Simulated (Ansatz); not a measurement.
# Ta2C (P-3m1) in Ansatz: a series of runs

One crystal, Ta2C, is run at these levels: r2SCAN; tasks: single point, equation of state.

Program: Ansatz 0.2.0. These are calculated values, not measurements. Logs are shortened: lines on timing, memory, paths and dates and some standing lists are left out, and cuts for length are marked.

## 1. Starting point

The structure is trigonal, space group P-3m1 (No. 164). Conventional cell: a = 3.106 Å, b = 3.106 Å, c = 4.946 Å, α = 90.00°, β = 90.00°, γ = 120.00°. Ta (site symmetry 3m) has 3 C at 2.18 Å as nearest neighbours. C (site symmetry -3m) is surrounded by 6 Ta at 2.18 Å.

## 2. Single point, r2SCAN, 12.95 Å³/atom (volume scaled by 0.94)

The input, input.yaml:

```yaml
crystal:
  lattice:
    - [3.0424964951, 0.0, 0.0]
    - [-1.5212482475, 2.6348792556, 0.0]
    - [0.0, 0.0, 4.8454247282]
  atoms:
    - { symbol: Ta, position: [0.6666666667, 0.3333333333, 0.74799] }
    - { symbol: Ta, position: [0.3333333333, 0.6666666667, 0.25201] }
    - { symbol: C, position: [0.0, 0.0, 0.0] }
hamiltonian:
  xc: r2scan
  pseudopotentials: { kind: paw }
kpoints:
  mp_grid: { grid: [10, 10, 6] }
scf:
  occupations: { method: fermi_dirac, width: 0.05 }
output:
  forces: true
  stress: true
  eigenvalues: true
  write_density: true
  write_potential: true
  elf: true
  volumetric_format: npy
```

Potentials or basis: Ansatz PAW.

On the command line:

```console
ansatz run input.yaml --threads 2 --pin off --max-ram 5632MiB --backend cpu --events-out ev --progress --plain --runs-dir out
```

Standard output:

```text
Warning: RAYON_NUM_THREADS=2 ignored (pool sized by the plan → 2); use --threads N
Engine: ansatz 0.2.0, x86_64-unknown-linux-gnu
Pseudopotentials: kind: paw
Pseudopotential: Ta, paw, valence charge 13, recommended cutoff 500 eV (meta_gga), Ta.paw.azcp
Pseudopotential: C, paw, valence charge 4, recommended cutoff 500 eV (meta_gga), C.paw.azcp
Functional definition: r2SCAN
  parameter k0 = 0.174
  parameter k1 = 0.065
  parameter a1 = 4.9479
  exchange = r2scan_x(k0 = k0, k1 = k1, a1 = a1)
  correlation = r2scan_c
Crystal: 3 atoms, lattice volume = 38.844 Å³
Basis set: ecut = 500 eV, 989 PW (Γ), exchange–correlation on 96×96×144 points (64 copies of the dense FFT grid, shifted against one another)
Bands: 19, of which v1, the nominal top of the filled ones, is band 15 counted from 1 (14 counted from 0)
Symmetry: 12 space group operations
Space group: P-3m1 (ITA 164), of the structure as read, at distance tolerance 3.4e-5 Å
k-points: 72 of 600
Non-local potential: Ta, projectors of the file, l = 0: 3, l = 1: 2, l = 2: 2, l = 3: 1
Non-local potential: C, projectors of the file, l = 0: 2, l = 1: 2, l = 2: 1
PAW form: soft (Blöchl's): semilocal exchange-correlation on the pseudo side does not see the compensation charge
PAW frozen core: Ta, regenerated for the run's functional (the file was generated under x = pbe(κ = 0.804, μ = 0.2195149727645171), c = pbe(β = 0.06672455060314922))
PAW frozen core: C, regenerated for the run's functional (the file was generated under x = pbe(κ = 0.804, μ = 0.2195149727645171), c = pbe(β = 0.06672455060314922))
PAW one-centre angular grid: Ta, 590 points (default); XC on 160 Gauss nodes
PAW one-centre angular grid: C, 302 points (default); XC on 239 of its mesh's 2573 points in the sphere
Initial density: superposition of atomic densities (neutral atoms: chi_scale 0, normalization atom), corrected by the library's trained network
Initial wavefunctions: pseudopotential atomic-orbital guess
Functional: x = r2scan, c = r2scan; τ floored in thin density (d = 2e-4 eV/Å³)
SCF iter   1: F=—  HF=-20142.153248 eV  |F-HF|=—  |Δ(HF+E_count)|=         —  Δρ=1.02e-2  dr2=2.84e-2  dr2_τ=2.27e-1  ethr=1.77e-3  ⟨swp⟩=6.0  Hψ=6799  notcnv=0
preconditioner: auto → Kerker (q_TF=auto, 2.613 Å⁻¹)  [metal: Δε(μ)=0.013 eV  Ē_g=8.002 eV  σ=0.050 eV  W_gap=0.07  n_scr=10 (ndim 8)  ℏωp=22.3 eV  f_vac=0.000  D(μ)=0.99/eV (n_scr^D=2)]
SCF iter   2: F=—  HF=-20142.227512 eV  |F-HF|=—  |Δ(HF+E_count)|=   7.43e-2  Δρ=7.13e-3  dr2=1.34e-2  dr2_τ=7.92e-4  ethr=9.48e-5  ⟨swp⟩=2.0  Hψ=2736  notcnv=0
SCF iter   3: F=—  HF=-20142.229566 eV  |F-HF|=—  |Δ(HF+E_count)|=   2.05e-3  Δρ=1.95e-3  dr2=2.29e-3  dr2_τ=1.42e-4  ethr=4.47e-5  ⟨swp⟩=2.0  Hψ=2156  notcnv=0
SCF iter   4: F=—  HF=-20142.229176 eV  |F-HF|=—  |Δ(HF+E_count)|=   3.89e-4  Δρ=5.51e-4  dr2=1.53e-4  dr2_τ=2.82e-5  ethr=7.63e-6  ⟨swp⟩=2.0  Hψ=1835  notcnv=0
SCF iter   5: F=—  HF=-20142.229173 eV  |F-HF|=—  |Δ(HF+E_count)|=   3.63e-6  Δρ=1.61e-4  dr2=1.68e-5  dr2_τ=1.04e-6  ethr=5.09e-7  ⟨swp⟩=2.0  Hψ=1878  notcnv=0
SCF iter   6: F=—  HF=-20142.229172 eV  |F-HF|=—  |Δ(HF+E_count)|=   6.59e-7  Δρ=3.05e-5  dr2=9.07e-7  dr2_τ=3.24e-8  ethr=5.62e-8  ⟨swp⟩=2.2  Hψ=1727  notcnv=0
SCF iter   7: F=-20142.229172 eV  HF=-20142.229172 eV  |F-HF|=9.03e-9  |Δ(HF+E_count)|=   9.89e-8  Δρ=5.12e-6  dr2=1.80e-8  dr2_τ=3.31e-10  ethr=3.33e-10  ⟨swp⟩=7.6  Hψ=9361  notcnv=0
the search or the solves at the SCF's close seem to have found levels that the self-consistency loop had missed (the run counts 1). By its estimate they hold under 1e-12 electrons; where the run keeps them, the occupations were computed again with them
SCF 1 converged in 7 iterations: F = -20142.229172 eV  dr2 = 1.80e-8
SCF converged after 7 iterations
Free energy (F): -20142.229172 eV
Harris-Foulkes:  -20142.229172 eV  (|F-HF|=9.03e-9)
Internal energy: -20142.221572 eV  (E = F + TS)
E sigma→0 (E₀):  -20142.225372 eV
Entropy (-TS):   -0.007600 eV (-2.533 meV/atom)
Fermi energy:    19.825929 eV
--- Per-component energies (eV) ---
  E_band       = -179.919687
  E_kinetic    = 831.567744
  E_local      = -1116.910300  (includes V_loc(G=0)·N_el)
  E_nonlocal   = 56.581875
  E_hartree    = 393.406930
  E_xc         = -460.265998
  E_vxc        = -514.629621  (∫ρ·V_xc dr)
  E_paw        = -16947.839476  (= ΣΔE_a)
  E_vpaw       = -249.063855  (= ΣTr[D̂ρ^β])
  E_aug_tail   = 0.000166  (compensation charges beyond the density's cutoff)
  E_vtau       = 25.721223  (kinetic-family band-sum trace: ∫τ·v_τ [+ j·A + Jᵃ·Aᵃ] dr)
  E_ewald      = -2897.225179
  E_core_change = -1.537334  (= ΣΔE_core)
  E_smearing   = -0.007600  (= −TS)
  E_closure    = -0.000000  (closes the sum)
  Σ components = -20142.229172   (vs F -20142.229172, Δ=0.00e0)
--- Forces (eV/Å), atoms counted from 1 ---
  atom   1  Ta    -0.00000000    -0.00000000    -0.84323137
  atom   2  Ta     0.00000000     0.00000000     0.84323137
  atom   3  C     -0.00000000     0.00000000     0.00000000
  max |Σ_I F_I| component: 2.22e-16 eV/Å
--- Stress (GPa, compression-positive) ---
       21.708013       0.000000       0.000000
        0.000000      21.708013      -0.000000
        0.000000      -0.000000      21.330342
  P = ⅓ Tr σ = 21.5821 GPa (215.821 kbar)
--- Band table (eV; the first three rows and the last of 72) ---
  k-point 0: bands = ["-49.7817", "-49.6833", "-16.3099", "-15.3999", "-15.3999", "-15.2635", "-15.2635", "-15.1756", "5.6413", "12.2629", "15.6915", "15.6915", "16.4602", "19.7837", "20.3750", "20.3750", "21.0761", "21.0761", "22.4885"]
  k-point 1: bands = ["-49.7751", "-49.6900", "-16.2399", "-15.3909", "-15.3909", "-15.2726", "-15.2726", "-15.2571", "5.7709", "12.0650", "15.6165", "15.6165", "16.6323", "19.4227", "20.1241", "20.1241", "21.3727", "21.3727", "22.9475"]
  k-point 2: bands = ["-49.7573", "-49.7081", "-16.0462", "-15.4736", "-15.3666", "-15.3666", "-15.2971", "-15.2971", "6.0528", "11.6492", "15.4810", "15.4810", "17.1251", "18.6838", "19.7083", "19.7083", "22.2858", "22.2858", "23.6259"]
  k-point 71: bands = ["-49.6736", "-49.6736", "-16.1000", "-16.0816", "-15.8730", "-15.8257", "-15.3685", "-15.3671", "7.6270", "13.3611", "13.6588", "15.1352", "18.0174", "18.3576", "18.4446", "20.9843", "21.9379", "23.3489", "25.0901"]
```

It took 1.5 s on 2 threads of AMD EPYC 9R45 (Zen 5), shared host; peak memory 0.49 GiB.

What came out:

- Free energy: -20142.2292 eV
- Pressure: 21.6 GPa
- Largest force: 0.843 eV/Å
- Band gap on the k mesh: none (metal or under the smearing width)

Caveat: the PAW data sets come from PBE, with cores solved anew for the run's functional, which leaves a small shift of forces and pressure.

## 3. Single point, r2SCAN, 13.22 Å³/atom (volume scaled by 0.96)

Edit input.yaml of step 2 so:

```diff
@@ -2,5 +2,5 @@
   lattice:
-    - [3.0424964951, 0.0, 0.0]
-    - [-1.5212482475, 2.6348792556, 0.0]
-    - [0.0, 0.0, 4.8454247282]
+    - [3.0639232327, 0.0, 0.0]
+    - [-1.5319616163, 2.6534353547, 0.0]
+    - [0.0, 0.0, 4.8795485618]
   atoms:
@@ -20,5 +20 @@
   eigenvalues: true
-  write_density: true
-  write_potential: true
-  elf: true
-  volumetric_format: npy
```

Potentials or basis: Ansatz PAW.

On the command line:

```console
ansatz run input.yaml --threads 2 --pin off --max-ram 5632MiB --backend cpu --events-out ev --progress --plain --runs-dir out
```

Wall time 1.4 s (2 threads of AMD EPYC 9R45 (Zen 5), shared host); peak memory 0.48 GiB.

The run converged. Its results:

```yaml
Free_energy: -20142.3207 eV
Pressure: 14.0 GPa
Largest_force: 0.629 eV/Å
Band_gap_on_the_k_mesh: none (metal or under the smearing width)
```

Caveat: the PAW data sets come from PBE, with cores solved anew for the run's functional, which leaves a small shift of forces and pressure.

## 4. Single point, r2SCAN, 13.50 Å³/atom (volume scaled by 0.98)

Edit input.yaml of step 3 so:

```diff
@@ -2,5 +2,5 @@
   lattice:
-    - [3.0639232327, 0.0, 0.0]
-    - [-1.5319616163, 2.6534353547, 0.0]
-    - [0.0, 0.0, 4.8795485618]
+    - [3.0850544055, 0.0, 0.0]
+    - [-1.5425272027, 2.6717354872, 0.0]
+    - [0.0, 0.0, 4.9132016843]
   atoms:
```

On the command line:

```console
ansatz run input.yaml --threads 2 --pin off --max-ram 5632MiB --backend cpu --events-out ev --progress --plain --runs-dir out
```

Run time: 1.2 s. Hardware: 2 threads of AMD EPYC 9R45 (Zen 5), shared host; peak memory 0.49 GiB.

It converged, with:

```yaml
Free_energy: -20142.3752 eV
Pressure: 7.2 GPa
Largest_force: 0.431 eV/Å
Band_gap_on_the_k_mesh: none (metal or under the smearing width)
```

Caveat: the PAW data sets come from PBE, with cores solved anew for the run's functional, which leaves a small shift of forces and pressure.

## 5. Single point, r2SCAN, 13.77 Å³/atom

Edit input.yaml of step 4 so:

```diff
@@ -2,5 +2,5 @@
   lattice:
-    - [3.0850544055, 0.0, 0.0]
-    - [-1.5425272027, 2.6717354872, 0.0]
-    - [0.0, 0.0, 4.9132016843]
+    - [3.1059, 0.0, 0.0]
+    - [-1.55295, 2.6897883016, 0.0]
+    - [0.0, 0.0, 4.9464]
   atoms:
@@ -20 +20,5 @@
   eigenvalues: true
+  write_density: true
+  write_potential: true
+  elf: true
+  volumetric_format: npy
```

On the command line:

```console
ansatz run input.yaml --threads 2 --pin off --max-ram 5632MiB --backend cpu --events-out ev --progress --plain --runs-dir out
```

Run time: 1.5 s. Hardware: 2 threads of AMD EPYC 9R45 (Zen 5), shared host; peak memory 0.48 GiB.

It converged, with:

| Property | Result |
| --- | --- |
| Free energy | -20142.3964 eV |
| Pressure | 1.1 GPa |
| Largest force | 0.248 eV/Å |
| Band gap on the k mesh | none (metal or under the smearing width) |

Caveat: the PAW data sets come from PBE, with cores solved anew for the run's functional, which leaves a small shift of forces and pressure.

## 6. Single point, r2SCAN, 14.05 Å³/atom (volume scaled by 1.02)

Edit input.yaml of step 5 so:

```diff
@@ -2,5 +2,5 @@
   lattice:
-    - [3.1059, 0.0, 0.0]
-    - [-1.55295, 2.6897883016, 0.0]
-    - [0.0, 0.0, 4.9464]
+    - [3.1264694736, 0.0, 0.0]
+    - [-1.5632347368, 2.7076019883, 0.0]
+    - [0.0, 0.0, 4.9791585706]
   atoms:
@@ -20,5 +20 @@
   eigenvalues: true
-  write_density: true
-  write_potential: true
-  elf: true
-  volumetric_format: npy
```

Potentials or basis: Ansatz PAW.

On the command line:

```console
ansatz run input.yaml --threads 2 --pin off --max-ram 5632MiB --backend cpu --events-out ev --progress --plain --runs-dir out
```

Run time: 1.3 s. Hardware: 2 threads of AMD EPYC 9R45 (Zen 5), shared host; peak memory 0.51 GiB.

The run converged. Its results:

| Property | Result |
| --- | --- |
| Free energy | -20142.3873 eV |
| Pressure | -4.5 GPa |
| Largest force | 0.079 eV/Å |
| Band gap on the k mesh | none (metal or under the smearing width) |

Caveat: the PAW data sets come from PBE, with cores solved anew for the run's functional, which leaves a small shift of forces and pressure.

## 7. Single point, r2SCAN, 14.33 Å³/atom (volume scaled by 1.04)

Edit input.yaml of step 6 so:

```diff
@@ -2,5 +2,5 @@
   lattice:
-    - [3.1264694736, 0.0, 0.0]
-    - [-1.5632347368, 2.7076019883, 0.0]
-    - [0.0, 0.0, 4.9791585706]
+    - [3.1467717923, 0.0, 0.0]
+    - [-1.5733858962, 2.7251843121, 0.0]
+    - [0.0, 0.0, 5.0114916751]
   atoms:
@@ -20 +20,5 @@
   eigenvalues: true
+  write_density: true
+  write_potential: true
+  elf: true
+  volumetric_format: npy
```

On the command line:

```console
ansatz run input.yaml --threads 2 --pin off --max-ram 5632MiB --backend cpu --events-out ev --progress --plain --runs-dir out
```

Run time: 1.6 s. Hardware: 2 threads of AMD EPYC 9R45 (Zen 5), shared host; peak memory 0.51 GiB.

It converged, with:

| Property | Result |
| --- | --- |
| Free energy | -20142.3510 eV |
| Pressure | -9.5 GPa |
| Largest force | 0.077 eV/Å |
| Band gap on the k mesh | none (metal or under the smearing width) |

Caveat: the PAW data sets come from PBE, with cores solved anew for the run's functional, which leaves a small shift of forces and pressure.

## 8. Single point, r2SCAN, 14.60 Å³/atom (volume scaled by 1.06)

Edit input.yaml of step 7 so:

```diff
@@ -2,5 +2,5 @@
   lattice:
-    - [3.1467717923, 0.0, 0.0]
-    - [-1.5733858962, 2.7251843121, 0.0]
-    - [0.0, 0.0, 5.0114916751]
+    - [3.1668154652, 0.0, 0.0]
+    - [-1.5834077326, 2.7425426419, 0.0]
+    - [0.0, 0.0, 5.0434128648]
   atoms:
@@ -20,5 +20 @@
   eigenvalues: true
-  write_density: true
-  write_potential: true
-  elf: true
-  volumetric_format: npy
```

On the command line:

```console
ansatz run input.yaml --threads 2 --pin off --max-ram 5632MiB --backend cpu --events-out ev --progress --plain --runs-dir out
```

It took 1.4 s on 2 threads of AMD EPYC 9R45 (Zen 5), shared host; peak memory 0.5 GiB.

Results (log left out):

| Property | Result |
| --- | --- |
| Free energy | -20142.2900 eV |
| Pressure | -14.0 GPa |
| Largest force | 0.222 eV/Å |
| Band gap on the k mesh | none (metal or under the smearing width) |

Caveat: the PAW data sets come from PBE, with cores solved anew for the run's functional, which leaves a small shift of forces and pressure.

## 9. Equation of state, r2SCAN

Potentials or basis: Ansatz PAW.

No new run: the results of the series are fitted here.

Results:

```
Equilibrium volume                        : 13.83 Å³/atom
Bulk modulus at fixed shape and positions : 288 GPa
Pressure derivative of the bulk modulus   : 4.1
```

Energy against volume, from the lowest point:
```csv
volume (Å³/atom),energy (meV/atom)
12.948,55.73
13.223,25.22
13.499,7.04
13.774,0.00
14.050,3.02
14.325,15.13
14.601,35.44
```

Caveat: the cell was scaled at fixed shape and fractional positions, which overstates the stiffness of a crystal with free parameters, most of all of layers and chains; the PAW data sets were made with another functional, which shifts forces and pressure a little.
